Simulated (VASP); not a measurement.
# MgO (R3m) in VASP: notebook, part 2 of 2

VASP 6.6.1. Earlier steps stand in the parts before.

**3. Single point, PBE (epitaxial_111 strain +0.4%)**

INCAR

```
SYSTEM = MgO
PREC = Accurate
ENCUT = 520
EDIFF = 1E-6
ISMEAR = -1
SIGMA = 0.02
LREAL = .False.
LASPH = .True.
NELM = 100
ALGO = Normal
ISIF = 2
LWAVE = .False.
LCHARG = .False.
GGA = PE
NBANDS = 11
```

KPOINTS

```
regular mesh
0
Gamma
  10 10 10
  0 0 0
```

POSCAR

```
MgO
1.0
   -0.0086140562      2.2818350271      2.2818350271
    2.2818350271     -0.0086140562      2.2818350271
    2.2818350271      2.2818350271     -0.0086140562
Mg O
1 1
Direct
   -0.0003332306     -0.0003332306     -0.0003332306
    0.2503332306      0.2503332306      0.2503332306
```

Potentials or basis: VASP PAW PBE potentials, release 64 (Mg, O).

Command:

```sh
$ cat potpaw_PBE.64/Mg/POTCAR potpaw_PBE.64/O/POTCAR > POTCAR
$ mpirun -np 1 vasp_std > vasp.out
```

OUTCAR:

```text
SYSTEM = MgO
   PREC = Accurate
   ENCUT = 520
   EDIFF = 1E-6
   ISMEAR = -1
   LREAL = .False.
   LASPH = .True.
   NELM = 100
   ISIF = 2
   GGA = PE

 ion  position               nearest neighbor table
   1  1.000  1.000  1.000-   2 1.98   2 1.98   2 1.98   2 1.98
   2  0.250  0.250  0.250-   1 1.98   1 1.98   1 1.98   1 1.98

  LATTYP: Found a trigonal (rhomboedric) cell.
 ALAT       =     3.2270135394
 COS(alpha) =     0.4962214076

  Lattice vectors:

 A1 = (  -0.0086140562,   2.2818350271,   2.2818350271)
 A2 = (   2.2818350271,  -0.0086140562,   2.2818350271)
 A3 = (   2.2818350271,   2.2818350271,  -0.0086140562)

Analysis of symmetry for initial positions (statically):
=====================================================================
 Subroutine PRICEL returns:
 Original cell was already a primitive cell.

 Routine SETGRP: Setting up the symmetry group for a
 trigonal (rhombohedral) supercell.

 Subroutine GETGRP returns: Found  6 space group operations
 (whereof  6 operations were pure point group operations)
 out of a pool of 12 trial point group operations.

The static configuration has the point symmetry C_3v.

Analysis of symmetry for dynamics (positions and initial velocities):
=====================================================================
 Subroutine PRICEL returns:
 Original cell was already a primitive cell.

 Routine SETGRP: Setting up the symmetry group for a
 trigonal (rhombohedral) supercell.

 Subroutine GETGRP returns: Found  6 space group operations
 (whereof  6 operations were pure point group operations)
 out of a pool of 12 trial point group operations.

The dynamic configuration has the point symmetry C_3v.

 Subroutine INISYM returns: Found  6 space group operations
 (whereof  6 operations are pure point group operations),
 and found     1 'primitive' translations

----------------------------------------------------------------------------------------

                                     Primitive cell

[... 118 lines left out ...]
   IVDW    =     0    specifies the selected vdW correction
   LEPSILON=     F    determine dielectric tensor
   LRPA    =     F    only Hartree local field effects (RPA)
 non-spin polarized calculation
  energy-cutoff  :      520.00
  volume of cell :       23.90
 maximum number of plane-waves:       654
   NGX = 13   NGY = 13   NGZ = 13

 number of electron       8.0000006 magnetization

 Free energy of the ion-electron system (eV)
  ---------------------------------------------------
  ext. energy  EPLUGINS =         0.00000000
  ---------------------------------------------------
  free energy    TOTEN  =       -11.69571710 eV

  energy without entropy =      -11.69571710  energy(sigma->0) =      -11.69571710

 E-fermi :   1.2873     XC(G=0):  -9.6972

 val. band max:        0.7799932687   @ k =   0.0000   0.0000   0.0000
 cond. band min:       4.3704276614   @ k =   0.0000   0.0000   0.0000
 fundamental gap:      3.5904343928
 Fermi energy:         1.2872706379

 k-point     1 :       0.0000    0.0000    0.0000
  band No.  band energies     occupation
      1     -15.1249      2.00000
      2       0.7500      2.00000
      3       0.7500      2.00000
      4       0.7800      2.00000
      5       4.3704      0.00000
      6      17.4639      0.00000
      7      17.4639      0.00000
      8      17.6192      0.00000
      9      21.0148      0.00000
     10      21.0152      0.00000
     11      21.0996      0.00000
[... 309 lines left out ...]
 k-point    24 :       0.4000    0.3000   -0.0000
  band No.  band energies     occupation
      1     -14.4420      2.00000
      2      -1.5030      2.00000
      3       0.0566      2.00000
      4       0.2068      2.00000
      5       7.5949      0.00000
      6      12.3937      0.00000
      7      14.5527      0.00000
      8      17.0873      0.00000
      9      17.4255      0.00000
     10      23.8564      0.00000
     11      24.2750      0.00000

 [... further k-points ...]

------------------------ aborting loop because EDIFF is reached ----------------------------------------

  FORCE on cell =-STRESS in cart. coord.  units (eV):
  Direction    XX          YY          ZZ          XY          YZ          ZX
  --------------------------------------------------------------------------------------
  -------------------------------------------------------------------------------------
  Total        0.4123982      0.4123982      0.4123982      0.0476623      0.0476623      0.0476623
  in kB       27.6498199     27.6498199     27.6498199      3.1955870      3.1955870      3.1955870
  external PRESSURE =      27.6498199 kB  Pullay stress =       0.0000000 kB

 VOLUME and BASIS-vectors are now :
 -----------------------------------------------------------------------------
  energy-cutoff  :      520.00
  volume of cell :       23.90
      direct lattice vectors                 reciprocal lattice vectors
    -0.008614056  2.281835027  2.281835027    -0.217884979  0.218710624  0.218710624
     2.281835027 -0.008614056  2.281835027     0.218710624 -0.217884979  0.218710624
     2.281835027  2.281835027 -0.008614056     0.218710624  0.218710624 -0.217884979

 POSITION                                       TOTAL-FORCE (eV/Angst)
 -----------------------------------------------------------------------------------
      4.55354      4.55354      4.55354        -0.002155     -0.002155     -0.002155
      1.14028      1.14028      1.14028         0.002155      0.002155      0.002155
 -----------------------------------------------------------------------------------
    total drift:                               -0.000076     -0.000076     -0.000076

  FREE ENERGIE OF THE ION-ELECTRON SYSTEM (eV)
  ---------------------------------------------------
  free  energy   TOTEN  =       -11.6957170970 eV

  energy  without entropy=      -11.6957170970  energy(sigma->0) =      -11.69571710
```

OSZICAR:

```text
N       E                     dE             d eps       ncg     rms          rms(c)
DAV:   1     0.154474426501E+02    0.15447E+02   -0.44757E+03  2840   0.630E+02
DAV:   2    -0.131058248024E+02   -0.28553E+02   -0.27888E+02  2953   0.134E+02
DAV:   3    -0.138697043034E+02   -0.76388E+00   -0.76342E+00  3139   0.198E+01
DAV:   4    -0.138721353930E+02   -0.24311E-02   -0.24310E-02  2779   0.129E+00
DAV:   5    -0.138721459492E+02   -0.10556E-04   -0.10556E-04  3089   0.822E-02    0.832E+00
DAV:   6    -0.117301436232E+02    0.21420E+01   -0.13607E+01  2864   0.192E+01    0.278E+00
DAV:   7    -0.117007269997E+02    0.29417E-01   -0.11952E-01  2702   0.267E+00    0.153E+00
DAV:   8    -0.116965800401E+02    0.41470E-02   -0.47709E-02  2723   0.241E+00    0.358E-01
DAV:   9    -0.116957907041E+02    0.78934E-03   -0.85292E-04  2987   0.203E-01    0.229E-01
DAV:  10    -0.116957111992E+02    0.79505E-04   -0.14773E-03  2750   0.282E-01    0.121E-02
DAV:  11    -0.116957165043E+02   -0.53051E-05   -0.19293E-05  2990   0.278E-02    0.970E-03
DAV:  12    -0.116957170970E+02   -0.59271E-06   -0.28032E-06  2807   0.120E-02
   1 F= -.11695717E+02 E0= -.11695717E+02  d E =-.112158E-12
```

stdout:

```text
POSCAR found type information on POSCAR MgO
 POSCAR found :  2 types and       2 ions
 scaLAPACK will be used
 LDA part: xc-table for (Slater+PW92), standard interpolation
 POSCAR, INCAR and KPOINTS ok, starting setup
 FFT: planning ... GRIDC
 FFT: planning ... GRID_SOFT
 FFT: planning ... GRID
 WAVECAR not read
 entering main loop
```

Wall time 14 s (1 thread of Intel Xeon 6975P-C (Granite Rapids), shared host); peak memory 0.14 GiB.

What came out:

```yaml
Free_energy: -11.6957 eV
Pressure: 2.8 GPa
Largest_force: 0.004 eV/Å
Band_gap_on_the_k_mesh: 3.59 eV, direct
```

Forces on the atoms (eV/Å):
```
Mg  -0.002 -0.002 -0.002
O    0.002  0.002  0.002
```

Stress tensor (GPa, compression positive):
```
2.76 0.32 0.32
0.32 2.76 0.32
0.32 0.32 2.76
```

**4. Single point, PBE (biaxial_xy strain -4.9%)**

INCAR

```
SYSTEM = MgO
PREC = Accurate ; ENCUT = 520
EDIFF = 1E-6 ; ISMEAR = -1
SIGMA = 0.02 ; LREAL = .False.
LASPH = .True. ; NELM = 60
ALGO = Normal ; ISIF = 2
LWAVE = .False. ; LCHARG = .False.
GGA = PE ; NBANDS = 11
```

KPOINTS

```
Automatic mesh
0
Gamma
  10 10 10
  0 0 0
```

POSCAR

```
MgO
1.0
    0.0000000000      2.1708719866      2.2820056624
    2.1708719866      0.0000000000      2.2820056624
    2.1708719866      2.1708719866      0.0000000000
Mg O
1 1
Direct
    0.0000000000      0.0000000000      0.0000000000
    0.2500000000      0.2500000000      0.2500000000
```

Potentials or basis: VASP PAW PBE potentials, release 64 (Mg, O).

Command:

```sh
$ cat potpaw_PBE.64/Mg/POTCAR potpaw_PBE.64/O/POTCAR > POTCAR
$ mpirun -np 1 vasp_std > vasp.out
```

OUTCAR:

```text
SYSTEM = MgO
   PREC = Accurate
   ENCUT = 520
   EDIFF = 1E-6
   ISMEAR = -1
   LREAL = .False.
   LASPH = .True.
   NELM = 60
   ISIF = 2
   GGA = PE

 ion  position               nearest neighbor table
   1  0.000  0.000  0.000-   2 1.91   2 1.91   2 1.91   2 1.91
   2  0.250  0.250  0.250-   1 1.91   1 1.91   1 1.91   1 1.91

  LATTYP: Found a body centered tetragonal cell.
 ALAT       =     3.0700766056
 C/A-ratio  =     1.4866115446

  Lattice vectors:

 A1 = (  -2.1708719866,   0.0000000000,   2.2820056624)
 A2 = (   2.1708719866,   0.0000000000,   2.2820056624)
 A3 = (   0.0000000000,   2.1708719866,  -2.2820056624)

Analysis of symmetry for initial positions (statically):
=====================================================================
 Subroutine PRICEL returns:
 Original cell was already a primitive cell.

 Routine SETGRP: Setting up the symmetry group for a
 body centered tetragonal supercell.

 Subroutine GETGRP returns: Found  8 space group operations
 (whereof  8 operations were pure point group operations)
 out of a pool of 16 trial point group operations.

The static configuration has the point symmetry D_2d.

Analysis of symmetry for dynamics (positions and initial velocities):
=====================================================================
 Subroutine PRICEL returns:
 Original cell was already a primitive cell.

 Routine SETGRP: Setting up the symmetry group for a
 body centered tetragonal supercell.

 Subroutine GETGRP returns: Found  8 space group operations
 (whereof  8 operations were pure point group operations)
 out of a pool of 16 trial point group operations.

The dynamic configuration has the point symmetry D_2d.

 Subroutine INISYM returns: Found  8 space group operations
 (whereof  8 operations are pure point group operations),
 and found     1 'primitive' translations

----------------------------------------------------------------------------------------

                                     Primitive cell

  volume of cell :      21.5087

  direct lattice vectors                    reciprocal lattice vectors
     0.000000000  2.170871987  2.282005662    -0.230322195  0.230322195  0.219105504
     2.170871987  0.000000000  2.282005662     0.230322195 -0.230322195  0.219105504
     2.170871987  2.170871987  0.000000000     0.230322195  0.230322195 -0.219105504

  length of vectors
     3.149640460  3.149640460  3.070076606     0.392560630  0.392560630  0.392560630

  position of ions in fractional coordinates (direct lattice)
     0.000000000  0.000000000  0.000000000
     0.250000000  0.250000000  0.250000000

  ion indices of the primitive-cell ions
   primitive index   ion index
                 1           1
                 2           2

----------------------------------------------------------------------------------------

 KPOINTS: Automatic mesh

Automatic generation of k-mesh.
 Grid dimensions read from file:
 generate k-points for:   10   10   10

 Generating k-lattice:

  Cartesian coordinates                     Fractional coordinates (reciprocal lattice)
    -0.023032219  0.023032219  0.021910550     0.100000000  0.000000000  0.000000000
     0.023032219 -0.023032219  0.021910550     0.000000000  0.100000000  0.000000000
[... 40 lines left out ...]
   k-points           NKPTS =    102   k-points in BZ     NKDIM =    102   number of bands    NBANDS=     11
   number of dos      NEDOS =    301   number of ions     NIONS =      2
   total plane-waves  NPLWV =  13824
   dimension x,y,z NGX =    24 NGY =   24 NGZ =   24
   dimension x,y,z NGXF=    48 NGYF=   48 NGZF=   48
   ions per type =               1   1
   NGX,Y,Z   is equivalent  to a cutoff of  12.67, 12.67, 13.00 a.u.
   NGXF,Y,Z  is equivalent  to a cutoff of  25.34, 25.34, 25.99 a.u.
 SYSTEM =  MgO
   PREC   = accura    normal or accurate (medium, high low for compatibility)
   ISTART =      0    job   : 0-new  1-cont  2-samecut
   ICHARG =      2    charge: 1-file 2-atom 10-const
   ISPIN  =      1    spin polarized calculation?
   LNONCOLLINEAR =      F non collinear calculations
   LSORBIT =      F    spin-orbit coupling
   LASPH  =      T    aspherical Exc in radial PAW
   ENCUT  =  520.0 eV  38.22 Ry    6.18 a.u.   5.86  5.86  5.71*2*pi/ulx,y,z
   NELM   =     60;   NELMIN=  2; NELMDL= -5     # of ELM steps
   EDIFF  = 0.1E-05   stopping-criterion for ELM
   LREAL  =      F    real-space projection
   EDIFFG = 0.1E-04   stopping-criterion for IOM
   NSW    =      0    number of steps for IOM
   IBRION =     -1    ionic relax: 0-MD 1-quasi-New 2-CG
   NFREE  =      0    steps in history (QN), initial steepest desc. (CG)
   ISIF   =      2    stress and relaxation
   ISYM   =      2    0-nonsym 1-usesym 2-fastsym
   POTIM  = 0.5000    time-step for ionic-motion
   TEBEG  =    0.0;   TEEND  =   0.0 temperature during run
   PSTRESS=    0.0 pullay stress
   NELECT =       8.0000    total number of electrons
   NUPDOWN=      -1.0000    fix difference up-down
   EMIN   =  10.00;   EMAX   =-10.00  energy-range for DOS
   EFERMI =   0.00;   METHOD = LEGACY
   ISMEAR =    -1;   SIGMA  =   0.02  broadening in eV -4-tet -1-fermi 0-gaus
   EFERMI_NEDOS =   21; number of points for ismear=-14 and -15
   IALGO  =     38    algorithm
   IMIX   =      4    mixing-type and parameters
     AMIX     =   0.40;   BMIX     =  1.00
     AMIX_MAG =   1.60;   BMIX_MAG =  1.00
  volume/ion in A,a.u.               =      10.75        72.57
  Fermi-wavevector in a.u.,A,eV,Ry     =   1.177334  2.224839 18.859252  1.386116
  Thomas-Fermi vector in A             =   2.313683
   LORBIT       =      0    0 simple, 1 ext, 2 COOP (PROOUT), +10 PAW based schemes
   GGA     = PE    functional components
   LHFCALC =     F    Hartree Fock is set to
   AEXX    =    0.0000 exact exchange contribution
   IVDW    =     0    specifies the selected vdW correction
   LEPSILON=     F    determine dielectric tensor
   LRPA    =     F    only Hartree local field effects (RPA)
 non-spin polarized calculation
  energy-cutoff  :      520.00
  volume of cell :       21.51
 maximum number of plane-waves:       604
   NGX = 11   NGY = 11   NGZ = 11

 number of electron       7.9999998 magnetization

 Free energy of the ion-electron system (eV)
  ---------------------------------------------------
  ext. energy  EPLUGINS =         0.00000000
  ---------------------------------------------------
  free energy    TOTEN  =       -11.53573859 eV

  energy without entropy =      -11.53573859  energy(sigma->0) =      -11.53573859

 E-fermi :   1.8933     XC(G=0): -10.1603

 val. band max:        1.4014459295   @ k =  -0.1000   0.1000   0.0000
 cond. band min:       5.5698148365   @ k =   0.0000   0.0000   0.0000
 fundamental gap:      4.1683689070
 Fermi energy:         1.8932674344

 k-point     1 :       0.0000    0.0000    0.0000
  band No.  band energies     occupation
      1     -14.8676      2.00000
      2       1.2617      2.00000
      3       1.3826      2.00000
      4       1.3826      2.00000
      5       5.5698      0.00000
      6      19.2733      0.00000
      7      19.3036      0.00000
      8      19.3036      0.00000
      9      21.5850      0.00000
     10      21.8864      0.00000
     11      23.4632      0.00000
[... 309 lines left out ...]
 k-point    24 :       0.4000    0.3000    0.0000
  band No.  band energies     occupation
      1     -14.0637      2.00000
      2      -1.2110      2.00000
      3       0.6997      2.00000
      4       0.8821      2.00000
      5       8.5733      0.00000
      6      13.3292      0.00000
      7      16.5209      0.00000
      8      19.2481      0.00000
      9      19.6609      0.00000
     10      26.3184      0.00000
     11      26.6874      0.00000

 [... further k-points ...]

------------------------ aborting loop because EDIFF is reached ----------------------------------------

  FORCE on cell =-STRESS in cart. coord.  units (eV):
  Direction    XX          YY          ZZ          XY          YZ          ZX
  --------------------------------------------------------------------------------------
  -------------------------------------------------------------------------------------
  Total        2.6465793      2.6465793      2.4223642      0.0000000      0.0000000      0.0000000
  in kB      197.1425382    197.1425382    180.4408586      0.0000000      0.0000000      0.0000000
  external PRESSURE =     191.5753116 kB  Pullay stress =       0.0000000 kB

 VOLUME and BASIS-vectors are now :
 -----------------------------------------------------------------------------
  energy-cutoff  :      520.00
  volume of cell :       21.51
      direct lattice vectors                 reciprocal lattice vectors
     0.000000000  2.170871987  2.282005662    -0.230322195  0.230322195  0.219105504
     2.170871987  0.000000000  2.282005662     0.230322195 -0.230322195  0.219105504
     2.170871987  2.170871987  0.000000000     0.230322195  0.230322195 -0.219105504

 POSITION                                       TOTAL-FORCE (eV/Angst)
 -----------------------------------------------------------------------------------
      0.00000      0.00000      0.00000        -0.000000      0.000000      0.000000
      1.08544      1.08544      1.14100         0.000000     -0.000000      0.000000
 -----------------------------------------------------------------------------------
    total drift:                               -0.000001     -0.000001     -0.000001

  FREE ENERGIE OF THE ION-ELECTRON SYSTEM (eV)
  ---------------------------------------------------
  free  energy   TOTEN  =       -11.5357385891 eV

  energy  without entropy=      -11.5357385891  energy(sigma->0) =      -11.53573859
```

Wall time 11 s (1 thread of Intel Xeon 6975P-C (Granite Rapids), shared host); peak memory 0.14 GiB.

What came out:

```yaml
Free_energy: -11.5357 eV
Pressure: 19.2 GPa
Band_gap_on_the_k_mesh: 4.17 eV, indirect (least direct gap 4.19 eV)
```

Stress tensor (GPa, compression positive):
```
19.71  0.00  0.00
 0.00 19.71  0.00
 0.00  0.00 18.04
```

Caveat: so large a pressure means that the cell lies far from this level's equilibrium, or that cutoff or potentials fall short. A k mesh can miss the band edges.

**5. Summary**

```tsv
cell	gap on the mesh (eV)	pressure (GPa)
shear_111 strain -5.8%	3.72	12.0
epitaxial_111 strain +0.4%	3.59	2.8
biaxial_xy strain -4.9%	4.17	19.2
```

Alike in all rows: task single point; level PBE; potentials or basis VASP PAW PBE potentials, release 64 (Mg, O); no spin polarisation; k mesh 10 × 10 × 10; cutoff (eV) 520; smearing fermi-dirac 0.02 eV.

Caveats: so large a pressure means that the cell lies far from this level's equilibrium, or that cutoff or potentials fall short (some runs).

Total energies depend on the potentials used, so only differences within one code and one set of settings carry meaning.
